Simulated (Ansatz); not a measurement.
# AlCu3: the cost of one run

Computed with Ansatz 0.2.0 (DFT r2SCAN, scalar-relativistic, plane waves, PAW, unless a step's input says otherwise).

2 further runs of the same task are left out: 2 set aside as unsound or not needed.

## Step 1: The starting structure

Symmetry: Pm-3m, No. 221, cubic system. The conventional cell has a = 3.642 Å, b = 3.642 Å, c = 3.642 Å, α = 90.00°, β = 90.00°, γ = 90.00°. Al (site symmetry m-3m) has 12 Cu at 2.58 Å in its first shell of neighbours. Cu (site symmetry 4/mmm) is surrounded by 4 Al at 2.58 Å and 8 Cu at 2.58 Å.

As a file:

```cif
data_structure
_symmetry_space_group_name_H-M 'Pm-3m'
_symmetry_Int_Tables_number 221
_cell_length_a 3.6418
_cell_length_b 3.6418
_cell_length_c 3.6418
_cell_angle_alpha 90.000
_cell_angle_beta 90.000
_cell_angle_gamma 90.000
_cell_volume 48.30
loop_
_atom_site_label
_atom_site_type_symbol
_atom_site_symmetry_multiplicity
_atom_site_Wyckoff_symbol
_atom_site_fract_x
_atom_site_fract_y
_atom_site_fract_z
_atom_site_occupancy
Al1 Al 1 a 0.00000 0.00000 0.00000 1
Cu1 Cu 3 c 0.50000 0.50000 0.00000 1
```

It goes back to an entry of the Materials Project, which need not be the stable form.

This cell was relaxed beforehand with the same method: volume 12.08 Å³/atom, gap on the mesh none (metal).

The unstrained cell was computed beforehand with the same settings: E(σ→0) = -20434.8795 eV for 4 atoms, gap none (metal).

## Step 2: The cell strained by +2.0 %

Contents of input.yaml:

```yaml
crystal:
  lattice:
    - [3.6418163312, 0.0, 0.0]
    - [0.0, 3.6418163312, 0.0]
    - [0.0728363266, 0.0, 3.6418163312]
  atoms:
    - { symbol: Al, position: [0.0, 0.0, 0.0] }
    - { symbol: Cu, position: [0.5, 0.5, 0.0] }
    - { symbol: Cu, position: [0.5, 0.0, 0.5] }
    - { symbol: Cu, position: [0.0, 0.5, 0.5] }
basis:
  ecutwfc: 500
kpoints:
  mp_grid: { grid: [14, 14, 14] }
hamiltonian:
  xc: r2scan
scf:
  occupations: { method: gaussian, width: 0.1 }
output:
  forces: true
  stress: true
  eigenvalues: true
```

The run is started by

```
$ ansatz run input.yaml --threads 1 --pin off --max-ram 2560MiB --backend cpu --events-out ev --progress --plain --runs-dir out
```

**Question.** How long does this run take on 1 thread of Intel Xeon at 2.50GHz (Skylake/Cascade Lake), shared host, and how much memory does it need?

About 5 min, with a peak of 1.4 GiB.
